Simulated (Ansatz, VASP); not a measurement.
# TiAl31O48 (Ti_Al): VASP beside Ansatz

Aim: how closely do two programs agree when they are given the same cell, functional and k mesh? Of the first pair: The structure shown is the start of the Ansatz relaxation below; VASP solves that cell, so the two are compared at the walk's first step.

Calculated with Ansatz 0.2.0; plane waves, with VASP 6.6.1 beside it; single point at HSE06.

In doubt: the hybrid run may have settled on a false gap or state (steps 2, 5), so the values of those runs are not to be relied on.

**1. The structure**

The cell holds 80 atoms: 31 Al, 1 Ti and 48 O. Its edges and angles: a = 10.278 Å, b = 10.278 Å, c = 10.278 Å, α = 55.3°, β = 55.3°, γ = 55.3°. It derives from Al2O3 (Al2O3 (R-3c)). Nearest the centre at fractional (0.426, 0.426, 0.426): Ti32 at 0.05 Å, O44 at 2.03 Å, O61 at 2.03 Å, O46 at 2.04 Å, O42 at 2.07 Å, O45 at 2.07 Å, O59 at 2.07 Å, Al1 at 2.61 Å. The cell carries charge −1.

Structure file:

```cif
data_structure
_symmetry_space_group_name_H-M 'P 1'
_symmetry_Int_Tables_number 1
_cell_length_a 10.2781
_cell_length_b 10.2781
_cell_length_c 10.2781
_cell_angle_alpha 55.345
_cell_angle_beta 55.345
_cell_angle_gamma 55.345
_cell_volume 684.72
loop_
_atom_site_label
_atom_site_type_symbol
_atom_site_fract_x
_atom_site_fract_y
_atom_site_fract_z
_atom_site_occupancy
Al1 Al 0.32602 0.32578 0.32517 1
Al2 Al 0.07467 0.07443 0.07382 1
Al3 Al 0.17647 0.17623 0.17562 1
Al4 Al 0.32385 0.32348 0.82559 1
Al5 Al 0.42555 0.42697 0.92648 1
Al6 Al 0.07606 0.07335 0.57378 1
Al7 Al 0.17622 0.17489 0.67666 1
Al8 Al 0.32372 0.82620 0.32301 1
Al9 Al 0.42721 0.92709 0.42470 1
Al10 Al 0.07358 0.57439 0.07522 1
Al11 Al 0.17513 0.67726 0.17538 1
Al12 Al 0.32482 0.82378 0.82378 1
Al13 Al 0.42717 0.92601 0.92538 1
Al14 Al 0.07405 0.57405 0.57443 1
Al15 Al 0.17481 0.67501 0.67861 1
Al16 Al 0.82644 0.32361 0.32287 1
Al17 Al 0.92733 0.42531 0.42636 1
Al18 Al 0.57462 0.07583 0.07274 1
Al19 Al 0.67750 0.17598 0.17428 1
Al20 Al 0.82462 0.32458 0.82317 1
Al21 Al 0.92622 0.42693 0.92540 1
Al22 Al 0.57528 0.07381 0.57345 1
Al23 Al 0.67945 0.17458 0.67441 1
Al24 Al 0.82402 0.82438 0.32398 1
Al25 Al 0.92625 0.92599 0.42633 1
Al26 Al 0.57429 0.57504 0.07320 1
Al27 Al 0.67525 0.67922 0.17397 1
Al28 Al 0.82444 0.82420 0.82360 1
Al29 Al 0.92647 0.92623 0.92563 1
Al30 Al 0.57350 0.57326 0.57265 1
Al31 Al 0.67627 0.67603 0.67543 1
Ti32 Ti 0.42841 0.42817 0.42756 1
O33 O 0.22287 0.02847 0.37418 1
O34 O 0.47264 0.12615 0.27662 1
O35 O 0.02871 0.37479 0.22202 1
O36 O 0.37503 0.22263 0.02786 1
O37 O 0.12638 0.27723 0.47180 1
O38 O 0.27747 0.47241 0.12554 1
O39 O 0.22210 0.02759 0.87552 1
O40 O 0.47241 0.12496 0.77805 1
O41 O 0.02743 0.37464 0.72225 1
O42 O 0.37582 0.21049 0.53136 1
O43 O 0.12416 0.27815 0.97373 1
O44 O 0.26095 0.47576 0.64308 1
O45 O 0.21073 0.53197 0.37497 1
O46 O 0.47600 0.64369 0.26010 1
O47 O 0.02783 0.87612 0.22126 1
O48 O 0.37487 0.72285 0.02658 1
O49 O 0.12520 0.77866 0.47156 1
O50 O 0.27839 0.97433 0.12332 1
O51 O 0.22186 0.52946 0.87794 1
O52 O 0.47252 0.62492 0.77724 1
O53 O 0.02874 0.87492 0.72239 1
O54 O 0.37474 0.72252 0.52708 1
O55 O 0.12485 0.77894 0.97215 1
O56 O 0.27752 0.96931 0.62580 1
O57 O 0.72309 0.02719 0.37403 1
O58 O 0.97457 0.12392 0.27754 1
O59 O 0.53221 0.37558 0.20989 1
O60 O 0.87636 0.22187 0.02698 1
O61 O 0.64392 0.26071 0.47516 1
O62 O 0.77890 0.47217 0.12435 1
O63 O 0.72323 0.02850 0.87431 1
O64 O 0.97300 0.12461 0.77833 1
O65 O 0.52792 0.37450 0.72191 1
O66 O 0.87879 0.22162 0.52885 1
O67 O 0.62664 0.27729 0.96870 1
O68 O 0.77809 0.47228 0.62431 1
O69 O 0.72276 0.52768 0.37389 1
O70 O 0.96954 0.62641 0.27668 1
O71 O 0.52970 0.87855 0.22101 1
O72 O 0.87516 0.72299 0.02789 1
O73 O 0.62516 0.77785 0.47168 1
O74 O 0.77918 0.97276 0.12401 1
O75 O 0.72267 0.52822 0.87360 1
O76 O 0.96704 0.62743 0.78046 1
O77 O 0.52846 0.87421 0.72183 1
O78 O 0.87445 0.72244 0.52761 1
O79 O 0.62767 0.78107 0.96619 1
O80 O 0.78131 0.96680 0.62682 1
```

**2. Ansatz: relaxation, HSE06**

Ansatz runs on its PAW soft_1 files.

The two programs are compared at the cell with which this relaxation starts, whose forces are those of its first step.

The input, input.yaml:

```yaml
crystal:
  checkpoint: "../qm1.relax_smeared.run"
  host: checkpoint
total_charge: -1
basis:
  ecutwfc: 420
  xc_grid: 2
hamiltonian:
  xc: hse06
  pseudopotentials: { kind: paw, azcp: { folder: soft_1 } }
kpoints:
  mp_grid: { grid: [1, 1, 1] }
scf:
  occupations: { method: fermi_dirac, width: 0.01 }
  max_iter: 80
output:
  forces: true
  charged_corrections:
    epsilon: [3.29, 3.29, 3.26]
    static_epsilon: [9.66, 9.66, 11.75]
    defect_position: [0.426023, 0.426023, 0.426023]
relax:
  f_tol: 0.03
  max_steps: 40
  escape_saddle: false
checkpoint:
  read: "../qm1.relax_smeared.run"
  write: "../qm1.hrelax.run"
  compress: false
  write_wavefunctions: true
  write_every: 100000
```

Launch:

```console
> ansatz run input.yaml --threads 8 --pin off --max-ram 18841MiB --backend cpu --events-out ev --progress --plain --runs-dir out
```

Numbers of over 12 decimals in the logs are rounded to 6 here.

The log of the run:

```text
Warning: the atoms were moved onto the symmetric positions of the space group found under crystal.symmetry.tolerance 1.0e-5 (fractional; no operation is sought that the atoms, as they stand in a round, miss by more than twice it, and no atom is moved by as much as it), and the run uses the moved positions. Before a round's move an operation carried an atom to 5.81e-5 Å from where it should land, the largest such dist [...]
[...]
guard bands above this table: 26 of the run's 277 bands. The solve was not asked for them (output.publish_guard_bands: true or output.eigenvalues: true publishes all)
--- Relaxed structure (4 steps of the walk, 4 accepted, 0 SCFs on fresh bases) ---
  F+E_penalty+E_count = -46514.24908672 eV   max|allowed force component| = 2.505e-2 eV/Å
  atoms:
    - { symbol: Al, position: [0.328512, 0.328274, 0.327666] }
    - { symbol: Ti, position: [0.425934, 0.425695, 0.425088] }
    - { symbol: Al, position: [0.074844, 0.074606, 0.073998] }
    - { symbol: Al, position: [0.176559, 0.176320, 0.175712] }
    - { symbol: O, position: [0.222990, 0.028790, 0.374070] }
    - { symbol: O, position: [0.473059, 0.127071, 0.276803] }
    - { symbol: O, position: [0.029029, 0.374677, 0.222144] }
    - { symbol: O, position: [0.374916, 0.222752, 0.028182] }
    - { symbol: O, position: [0.127309, 0.277411, 0.472213] }
    - { symbol: O, position: [0.277649, 0.472820, 0.126463] }
    - { symbol: Al, position: [0.323675, 0.324270, 0.825602] }
    - { symbol: Al, position: [0.425128, 0.426983, 0.927289] }
    - { symbol: Al, position: [0.076666, 0.073365, 0.573820] }
    - { symbol: Al, position: [0.176296, 0.173618, 0.677356] }
    - { symbol: O, position: [0.221662, 0.027300, 0.876233] }
    - { symbol: O, position: [0.472241, 0.125024, 0.778484] }
    - { symbol: O, position: [0.027381, 0.374272, 0.722491] }
    - { symbol: O, position: [0.377281, 0.203753, 0.536585] }
    - { symbol: O, position: [0.124336, 0.278312, 0.973665] }
    - { symbol: O, position: [0.259505, 0.475639, 0.643353] }
    - { symbol: Al, position: [0.324508, 0.826210, 0.322828] }
    - { symbol: Al, position: [0.427222, 0.927896, 0.424282] }
    - { symbol: Al, position: [0.073604, 0.574428, 0.075820] }
    - { symbol: Al, position: [0.173857, 0.677964, 0.175450] }
    - { symbol: O, position: [0.203991, 0.537192, 0.376435] }
    - { symbol: O, position: [0.475877, 0.643961, 0.258659] }
    - { symbol: O, position: [0.027538, 0.876840, 0.220816] }
    - { symbol: O, position: [0.374511, 0.723099, 0.026534] }
    - { symbol: O, position: [0.125262, 0.779091, 0.471395] }
    - { symbol: O, position: [0.278550, 0.974273, 0.123490] }
    - { symbol: Al, position: [0.324887, 0.823294, 0.824202] }
    - { symbol: Al, position: [0.426688, 0.926193, 0.925490] }
    - { symbol: Al, position: [0.070974, 0.575584, 0.576220] }
    - { symbol: Al, position: [0.175256, 0.674474, 0.678386] }
    - { symbol: O, position: [0.221537, 0.529733, 0.878372] }
    - { symbol: O, position: [0.472247, 0.624592, 0.777490] }
    - { symbol: O, position: [0.029079, 0.874659, 0.722205] }
    - { symbol: O, position: [0.374738, 0.722585, 0.526799] }
    - { symbol: O, position: [0.124492, 0.779229, 0.972144] }
    - { symbol: O, position: [0.277584, 0.968069, 0.626385] }
    - { symbol: Al, position: [0.826449, 0.323436, 0.323662] }
    - { symbol: Al, position: [0.928135, 0.424890, 0.426375] }
    - { symbol: Al, position: [0.574667, 0.076427, 0.072758] }
    - { symbol: Al, position: [0.678202, 0.176058, 0.173011] }
[...]
- { symbol: Al, position: [0.825048, 0.324648, 0.822686] }
    - { symbol: Al, position: [0.926336, 0.426449, 0.925585] }
    - { symbol: Al, position: [0.577066, 0.070735, 0.574976] }
    - { symbol: Al, position: [0.679232, 0.175018, 0.673867] }
[...]
- { symbol: Al, position: [0.823533, 0.824809, 0.324041] }
    - { symbol: Al, position: [0.926431, 0.926097, 0.425842] }
    - { symbol: Al, position: [0.575823, 0.576827, 0.070127] }
    - { symbol: Al, position: [0.674713, 0.678994, 0.174410] }
[...]
- { symbol: O, position: [0.624830, 0.778098, 0.471400] }
    - { symbol: O, position: [0.779467, 0.972751, 0.123646] }
    - { symbol: Al, position: [0.824602, 0.824363, 0.823756] }
    - { symbol: Al, position: [0.926296, 0.926058, 0.925450] }
    - { symbol: Al, position: [0.572940, 0.572701, 0.572094] }
    - { symbol: Al, position: [0.675753, 0.675515, 0.674907] }
    - { symbol: O, position: [0.723464, 0.528823, 0.872080] }
    - { symbol: O, position: [0.966350, 0.627495, 0.781116] }
    - { symbol: O, position: [0.529062, 0.872687, 0.722618] }
    - { symbol: O, position: [0.872926, 0.723226, 0.528216] }
    - { symbol: O, position: [0.627733, 0.781724, 0.965504] }
    - { symbol: O, position: [0.781962, 0.966112, 0.626887] }
```

**3. VASP: single point, HSE06, start cell, pair 1**

The same cell, functional, mesh and smearing now go to VASP, with its own data sets.

Lines of VASP's logs that name or quote its potential files are left out, and so is its time.

The run reads the wave functions of an earlier VASP run, which isn't shown here.

The input, INCAR:

```
SYSTEM = TiAl31O48
PREC = Accurate
ENCUT = 520
EDIFF = 1E-06
NELM = 100
ISMEAR = -1
SIGMA = 0.01
LREAL = Auto
ALGO = Normal
LHFCALC = .TRUE.
AEXX = 0.25
GGA = PE
HFSCREEN = 0.208
LASPH = .TRUE.
NELECT = 394
NBANDS = 253
PRECFOCK = Fast
LORBIT = 11
LWAVE = .FALSE.
LCHARG = .FALSE.
ISIF = 2
```

The input, POSCAR:

```
TiAl31O48
1.0
    4.7733053271      2.7558691155      8.6752450701
   -4.7733053271      2.7558691155      8.6752450701
    0.0000000000     -5.5117382311      8.6752450701
Al Ti O
31 1 48
Direct
    0.3260182621      0.3257796434      0.3251719589
    0.0746668998      0.0744282811      0.0738205966
    0.1764712861      0.1762326674      0.1756249828
    0.3238523385      0.3234804788      0.8255906445
    0.4255494574      0.4269673428      0.9264813578
    0.0760649308      0.0733460601      0.5737774551
    0.1762227838      0.1748903738      0.6766558481
    0.3237190632      0.8261983382      0.3230060604
    0.4272059512      0.9270889120      0.4247032948
    0.0735846941      0.5743850486      0.0752187031
    0.1751289829      0.6772634235      0.1753765993
    0.3248222880      0.8237788467      0.8237757678
    0.4271716316      0.9260121282      0.9253774612
    0.0740457365      0.5740533489      0.5744297208
    0.1748142585      0.6750146094      0.6786077230
    0.8264369215      0.3236136501      0.3228728900
    0.9273275504      0.4253108480      0.4263597595
    0.5746236220      0.0758262821      0.0727385418
    0.6775020399      0.1759841533      0.1742828125
    0.8246219309      0.3245837317      0.8231712398
    0.9262237479      0.4269330391      0.9254044340
    0.5752759550      0.0738070910      0.5734457602
    0.6794539206      0.1745756790      0.6744069913
    0.8240175451      0.8243833294      0.3239760281
    0.9262507030      0.9259850590      0.4263254590
    0.5742919158      0.5750373112      0.0731995794
    0.6752532733      0.6792153078      0.1739680098
    0.8244428367      0.8242042180      0.8235965334
    0.9264718083      0.9262331896      0.9256255051
    0.5734998394      0.5732612207      0.5726535362
    0.6762713069      0.6760326882      0.6754250037
    0.4284057251      0.4281671064      0.4275594218
    0.2228698226      0.0284703580      0.3741824366
    0.4726444203      0.1261451107      0.2766248162
    0.0287090673      0.3747900084      0.2220235413
    0.3750286935      0.2226311513      0.0278627724
    0.1263838123      0.2772323230      0.4717982119
    0.2774710204      0.4724057535      0.1255375732
    0.2221041393      0.0275896600      0.8755162577
    0.4724088142      0.1249567058      0.7780522237
    0.0274273082      0.3746353509      0.7222462130
    0.3758180042      0.2104931515      0.5313635523
    0.1241620186      0.2781509109      0.9737250849
    0.2609451973      0.4757630080      0.6430775994
    0.2107317508      0.5319712054      0.3749717517
    0.4760016238      0.6436852194      0.2600989615
    0.0278282563      0.8761238759      0.2212579248
    0.3748740291      0.7228538641      0.0265809790
    0.1251952859      0.7786598741      0.4715625836
    0.2783895443      0.9743326638      0.1233158062
    0.2218603051      0.5294614116      0.8779388846
    0.4725217252      0.6249165439      0.7772421426
    0.0287379900      0.8749183039      0.7223852630
    0.3747361667      0.7225222156      0.5270768251
    0.1248526795      0.7789384306      0.9721539345
    0.2775238008      0.9693060719      0.6257980321
    0.7230925011      0.0271885577      0.3740278133
    0.9745713130      0.1239234449      0.2775432564
    0.5322098144      0.3755793563      0.2098855371
    0.8763625229      0.2218655264      0.0269820076
    0.6439238451      0.2607065827      0.4751553769
    0.7788985050      0.4721701691      0.1243490695
    0.7232315292      0.0284993106      0.8743107170
    0.9730000445      0.1246141311      0.7783308690
    0.5279230925      0.3744975414      0.7219145735
    0.8787850174      0.2216217343      0.5288538496
    0.6266442099      0.2772852467      0.9686984483
    0.7780883383      0.4722830525      0.6243090210
    0.7227608097      0.5276844557      0.3738899420
    0.9695446509      0.6264056963      0.2766775576
    0.5297000798      0.8785464003      0.2210141212
    0.8751568991      0.7229929477      0.0278917101
    0.6251551492      0.7778497602      0.4716755023
    0.7791770168      0.9727615325      0.1240064952
    0.7226742994      0.5282220412      0.8736036419
    0.9670381155      0.6274275335      0.7804620716
    0.5284606853      0.8742112474      0.7218280498
    0.8744498593      0.7224356993      0.5276144240
    0.6276661512      0.7810697049      0.9661918645
    0.7813082549      0.9667994270      0.6268200387
```

The input, KPOINTS:

```
Automatic mesh
0
Gamma
1 1 1
0 0 0
```

The projector-augmented-wave data sets are Al, Ti_sv and O (PBE family, release 64).

Launch:

```console
> export OMP_NUM_THREADS=4
> mpirun -np 1 vasp_gam
```

The log of the run:

```text
[banner, memory and clock lines left out]
running    1 mpi-ranks, on    1 nodes
[...]
Offloading initialized ...    1 GPUs detected
[...]
LDA part: xc-table for (Slater+PW92), standard interpolation
 found WAVECAR, reading the header
 POSCAR, INCAR and KPOINTS ok, starting setup
[...]
reading WAVECAR
 the WAVECAR file was read successfully
 initial charge from wavefunction
 entering main loop
       N       E                     dE             d eps       ncg     rms          rms(c)
DAV:   1    -0.713386312213E+03   -0.71339E+03   -0.17503E+01   612   0.903E+00    0.368E+01
DAV:   2    -0.714554106386E+03   -0.11678E+01   -0.12306E+01   724   0.478E+00    0.289E+01
DAV:   3    -0.714457449234E+03    0.96657E-01   -0.67894E-01   684   0.368E+00    0.183E+01
DAV:   4    -0.714317446047E+03    0.14000E+00   -0.33883E-01   740   0.196E+00    0.114E+01
[...]
DAV:  12    -0.714291944189E+03    0.80972E-05   -0.23061E-05   692   0.135E-02    0.152E-01
DAV:  13    -0.714291940751E+03    0.34384E-05   -0.67343E-06   452   0.620E-03    0.904E-02
DAV:  14    -0.714291939796E+03    0.95455E-06   -0.38818E-06   412   0.467E-03
   1 F= -.71429194E+03 E0= -.71429194E+03  d E =-.192139E-10
```

From OUTCAR (step 3):

```text
  FREE ENERGIE OF THE ION-ELECTRON SYSTEM (eV)
  ---------------------------------------------------
  free  energy   TOTEN  =      -714.2919397964 eV

  energy  without entropy=     -714.2919397964  energy(sigma->0) =     -714.29193980
```

The run ends at a pressure of 2.75 GPa, with forces up to 0.89 eV/Å.

**4. Differences**

Known differences besides the potentials themselves: exact exchange at q = 0 is treated differently, which shows on coarse meshes; VASP keeps PBE cores, Ansatz makes them for the functional; the cutoff is 420 eV in Ansatz and 520 eV in VASP (PREC = Accurate, projectors in real space); VASP takes a coarser grid for exact exchange (PRECFOCK = Fast). Total energies have different zeros and are not compared.

Forces on 9 of the 80 atoms, those with the largest forces and the largest differences (eV/Å; atoms numbered as in POSCAR):

```csv
atom,"Ansatz x, y, z","VASP x, y, z"
Al1,"0.000, 0.000, 0.912","0.000, 0.000, 0.890"
Al15,"0.155, 0.016, -0.013","0.152, 0.023, 0.018"
Al27,"-0.064, -0.143, -0.013","-0.056, -0.143, 0.018"
Ti32,"0.000, 0.000, -0.626","0.000, 0.000, -0.565"
O42,"0.345, -0.522, -0.082","0.357, -0.537, -0.078"
O44,"-0.260, -0.306, 0.032","-0.253, -0.308, 0.015"
O45,"-0.624, -0.038, -0.082","-0.643, -0.041, -0.078"
O46,"-0.135, 0.378, 0.032","-0.140, 0.374, 0.015"
O59,"0.280, 0.559, -0.082","0.286, 0.577, -0.078"
```

The forces differ by 12 meV/Å r.m.s., which is 10.0 % of the r.m.s. force of 0.120 eV/Å (both taken over all components). The cell carries a charge of -1 e against a uniform background, so its pressure also hangs on how the neutralising background is counted, and in a defect's cell a gap may be the spacing between its levels.

**5. Ansatz: relaxation, HSE06**

This run makes the geometry at which the two programs are then compared.

The structure compared here is the end of the Ansatz relaxation.

input.yaml is that of step 2.

Launch:

```console
> ansatz run input.yaml --threads 8 --pin off --max-ram 18841MiB --backend cpu --events-out ev --progress --plain --runs-dir out
```

The log of the run:

```text
[...]
--- Relaxed structure (4 steps of the walk, 4 accepted, 0 SCFs on fresh bases) ---
  F+E_penalty+E_count = -46514.24908672 eV   max|allowed force component| = 2.505e-2 eV/Å
  atoms:
    - { symbol: Al, position: [0.328512, 0.328274, 0.327666] }
    - { symbol: Ti, position: [0.425934, 0.425695, 0.425088] }
    - { symbol: Al, position: [0.074844, 0.074606, 0.073998] }
    - { symbol: Al, position: [0.176559, 0.176320, 0.175712] }
    - { symbol: O, position: [0.222990, 0.028790, 0.374070] }
[...]
- { symbol: O, position: [0.472241, 0.125024, 0.778484] }
[...]
- { symbol: Al, position: [0.324508, 0.826210, 0.322828] }
[...]
- { symbol: Al, position: [0.824602, 0.824363, 0.823756] }
    - { symbol: Al, position: [0.926296, 0.926058, 0.925450] }
    - { symbol: Al, position: [0.572940, 0.572701, 0.572094] }
    - { symbol: Al, position: [0.675753, 0.675515, 0.674907] }
[...]
- { symbol: O, position: [0.529062, 0.872687, 0.722618] }
    - { symbol: O, position: [0.872926, 0.723226, 0.528216] }
    - { symbol: O, position: [0.627733, 0.781724, 0.965504] }
    - { symbol: O, position: [0.781962, 0.966112, 0.626887] }
```

(Part 1 of 2 ends here.)

[Lines on the potential files, build, host, timing and source positions are cut from VASP's logs without a mark.]

[Logs are printed without paths, hosts, clocks, repeated set-up lines and the standing remarks that a program may print on its own settings, such as how far it seeks lower states.]

[Hosts, paths, dates, database ids (printed as entryN), source tags and the programs' standing remarks are cut or masked in the printed files.]
